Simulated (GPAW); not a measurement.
Crystal: Si.

```
Si
1.0
     4.12095    0.00000    0.00000
    -2.06047    3.56885    0.00000
     0.00000    0.00000    2.65479
Si
2
Direct
  0.33333 0.66667 0.50000
  0.66666 0.33334 0.50000
```

The cell was built by a generator and needn't be a form met in nature.

| Item | Value |
| --- | --- |
| Program | GPAW 26.7.0 |
| Task | relaxation of cell and atoms |
| Functional | PBEsol |
| Dispersion | D4 |
| Potentials or basis | PAW data sets generated in the run's folder for this functional |
| Cutoff | 600 eV |
| Basis | pw |
| k mesh | 8 × 8 × 10 |
| Occupations | fermi-dirac, width 0.05 eV |
| Spin | no spin polarisation |

At the start: pressure -3.1 GPa; volume 19.52 Å³/atom.

Q: Where does the relaxation end?

A: Over 4 steps the energy falls by 7.5 meV/atom and the volume is 18.81 Å³/atom (-3.7 %); space group P6/mmm (No. 191, to 0.05 Å).

The path:
```csv
step,energy change (eV),largest force (eV/Å),pressure (GPa),volume (Å³)
1,0.0000,0.0000,-3.13,39.04
2,-0.0057,0.0000,-2.48,38.73
3,-0.0149,0.0000,0.14,37.56
4,-0.0149,0.0000,0.01,37.62
```

Final structure:
```xyz
2
Lattice="4.0768 0.0000 0.0000 -2.0384 3.5306 0.0000 0.0000 0.0000 2.6134" Properties=species:S:1:pos:R:3 pbc="T T T"
Si    0.0000    2.3537    1.3067
Si    2.0384    1.1769    1.3067
```

Caveat: later steps reuse the first step's grids; pairwise dispersion overbinds metals, which lowers pressure and volume.
